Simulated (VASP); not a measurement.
# BaS (Fm-3m) in VASP: further runs, part 3 of 3

VASP 6.6.1. Earlier steps stand in the parts before.

## Step 5: Single point, PBE (volume scaled by 1.10)

The input, INCAR:

```
PREC = Accurate
ENCUT = 520
EDIFF = 1E-6
ISMEAR = 0
SIGMA = 0.02
LREAL = False
LASPH = True
NELM = 80
ALGO = Normal
ISIF = 2
LWAVE = False
LCHARG = False
GGA = PE
NBANDS = 15
```

The input, KPOINTS:

```
regular mesh
0
Gamma
  8 8 8
```

The input, POSCAR:

```
BaS
1.0
    0.0000000000      3.3181536476      3.3181536476
    3.3181536476      0.0000000000      3.3181536476
    3.3181536476      3.3181536476      0.0000000000
Ba S
1 1
Direct
    0.0000000000      0.0000000000      0.0000000000
    0.5000000000      0.5000000000      0.5000000000
```

Potentials or basis: VASP PAW PBE potentials, release 64 (Ba_sv, S).

Started as:

```
cat potpaw_PBE.64/Ba_sv/POTCAR potpaw_PBE.64/S/POTCAR > POTCAR
mpirun -np 1 vasp_std > vasp.out
```

OUTCAR:

```text
PREC = Accurate
   ENCUT = 520
   EDIFF = 1E-6
   ISMEAR = 0
   LREAL = False
   LASPH = True
   NELM = 80
   ISIF = 2
   GGA = PE

 ion  position               nearest neighbor table
   1  0.000  0.000  0.000-   2 3.32   2 3.32   2 3.32   2 3.32   2 3.32   2 3.32
   2  0.500  0.500  0.500-   1 3.32   1 3.32   1 3.32   1 3.32   1 3.32   1 3.32

  LATTYP: Found a face centered cubic cell.
 ALAT       =     6.6363072952

  Lattice vectors:

 A1 = (   0.0000000000,   3.3181536476,   3.3181536476)
 A2 = (   3.3181536476,   0.0000000000,   3.3181536476)
 A3 = (   3.3181536476,   3.3181536476,   0.0000000000)

Analysis of symmetry for initial positions (statically):
=====================================================================
 Subroutine PRICEL returns:
 Original cell was already a primitive cell.

 Routine SETGRP: Setting up the symmetry group for a
 face centered cubic supercell.

 Subroutine GETGRP returns: Found 48 space group operations
 (whereof 48 operations were pure point group operations)
 out of a pool of 48 trial point group operations.

The static configuration has the point symmetry O_h .

Analysis of symmetry for dynamics (positions and initial velocities):
[... 168 lines left out ...]
      1     -25.5607      2.00000
      2     -10.6224      2.00000
      3     -10.6224      2.00000
      4     -10.6224      2.00000
      5      -9.2926      2.00000
      6       0.9018      2.00000
      7       0.9018      2.00000
      8       0.9018      2.00000
      9       3.9718      0.00000
     10       4.7247      0.00000
     11       4.7247      0.00000
     12       4.7247      0.00000
     13       5.5359      0.00000
     14       5.5359      0.00000
[... 401 lines left out ...]
      2     -11.1736      2.00000
      3     -10.7477      2.00000
      4     -10.6904      2.00000
      5      -8.7037      2.00000
      6      -0.4160      2.00000
      7       0.1618      2.00000
      8       0.1946      2.00000
      9       5.3947      0.00000
     10       5.5396      0.00000
     11       7.0707      0.00000
     12       7.1540      0.00000
     13       8.0995      0.00000
     14       9.0091      0.00000
     15       9.4111      0.00000

 [... further k-points ...]
[... 5 lines left out ...]
  --------------------------------------------------------------------------------------
  -------------------------------------------------------------------------------------
  Total       -1.2939923     -1.2939923     -1.2939923      0.0000000      0.0000000     -0.0000000
  in kB      -28.3741467    -28.3741467    -28.3741467      0.0000000      0.0000000     -0.0000000
  external PRESSURE =     -28.3741467 kB  Pullay stress =       0.0000000 kB

 VOLUME and BASIS-vectors are now :
 -----------------------------------------------------------------------------
  energy-cutoff  :      520.00
  volume of cell :       73.07
      direct lattice vectors                 reciprocal lattice vectors
     0.000000000  3.318153648  3.318153648    -0.150686211  0.150686211  0.150686211
     3.318153648  0.000000000  3.318153648     0.150686211 -0.150686211  0.150686211
     3.318153648  3.318153648  0.000000000     0.150686211  0.150686211 -0.150686211

 POSITION                                       TOTAL-FORCE (eV/Angst)
 -----------------------------------------------------------------------------------
      0.00000      0.00000      0.00000        -0.000000      0.000000     -0.000000
      3.31815      3.31815      3.31815         0.000000     -0.000000      0.000000
 -----------------------------------------------------------------------------------
    total drift:                                0.000000      0.000000      0.000000

  FREE ENERGIE OF THE ION-ELECTRON SYSTEM (eV)
  ---------------------------------------------------
  free  energy   TOTEN  =       -10.1396856478 eV

  energy  without entropy=      -10.1396856478  energy(sigma->0) =      -10.13968565
```

OSZICAR:

```text
N       E                     dE             d eps       ncg     rms          rms(c)
DAV:   1     0.819925114776E+02    0.81993E+02   -0.66215E+03   870   0.914E+02
DAV:   2    -0.549444002650E+01   -0.87487E+02   -0.78741E+02  1195   0.164E+02
DAV:   3    -0.105671062075E+02   -0.50727E+01   -0.50403E+01  1146   0.417E+01
DAV:   4    -0.106712263461E+02   -0.10412E+00   -0.10409E+00  1218   0.600E+00
DAV:   5    -0.106735497200E+02   -0.23234E-02   -0.23234E-02  1171   0.725E-01    0.427E+00
DAV:   6    -0.101163492632E+02    0.55720E+00   -0.78036E-01  1024   0.521E+00    0.283E+00
DAV:   7    -0.101218349380E+02   -0.54857E-02   -0.19360E-01  1081   0.240E+00    0.202E+00
DAV:   8    -0.101370892544E+02   -0.15254E-01   -0.26369E-02   989   0.112E+00    0.208E-01
DAV:   9    -0.101385370994E+02   -0.14478E-02   -0.39343E-03  1122   0.454E-01    0.234E-01
DAV:  10    -0.101395133083E+02   -0.97621E-03   -0.11521E-03   940   0.206E-01    0.538E-02
DAV:  11    -0.101396797001E+02   -0.16639E-03   -0.20554E-04  1052   0.839E-02    0.214E-02
DAV:  12    -0.101396861082E+02   -0.64081E-05   -0.12314E-05  1045   0.220E-02    0.528E-03
DAV:  13    -0.101396856478E+02    0.46034E-06   -0.13943E-06  1070   0.724E-03
   1 F= -.10139686E+02 E0= -.10139686E+02  d E =-.286425E-19
```

Run time: 14 s. Hardware: 1 thread of Intel Xeon 6975P-C (Granite Rapids), shared host; peak memory 0.21 GiB.

Results:

| Property | Result |
| --- | --- |
| Free energy | -10.1397 eV |
| Pressure | -2.8 GPa |
| Band gap on the k mesh | 2.26 eV, indirect (least direct gap 2.45 eV) |

Caveat: spin-orbit coupling is left out, which moves the levels of the heavy elements.

## Step 6: Overview

```csv
cell,gap on the mesh (eV),pressure (GPa)
"a = 4.517 Å, angles 60.0°, 2 atoms",2.11,1.4
"a = 4.591 Å, angles 60.0°, 2 atoms",2.18,-0.7
"a = 4.635 Å, angles 60.0°, 2 atoms",2.22,-1.7
"a = 4.693 Å, angles 60.0°, 2 atoms",2.26,-2.8
```

Alike in all rows: task single point; level PBE; potentials or basis VASP PAW PBE potentials, release 64 (Ba_sv, S); no spin polarisation; k mesh 8 × 8 × 8; cutoff (eV) 520; smearing gaussian 0.02 eV.

Caveats: spin-orbit coupling is left out, which moves the levels of the heavy elements.

Absolute energies hang on the potentials; compare differences alone.

## Step 7: How close it comes

Step 2. A measured gap of BaS is 3.806 eV (indirect; 2 K; a printed reference work, monograph, original work of 1988); the calculated 2.11 eV misses it by -1.70 eV. Spin-orbit coupling on Ba is left out. The value is that of PBE on a finite k mesh, which can miss the band edges, without temperature or zero-point motion. Semilocal functionals fall short of measured gaps as a rule.
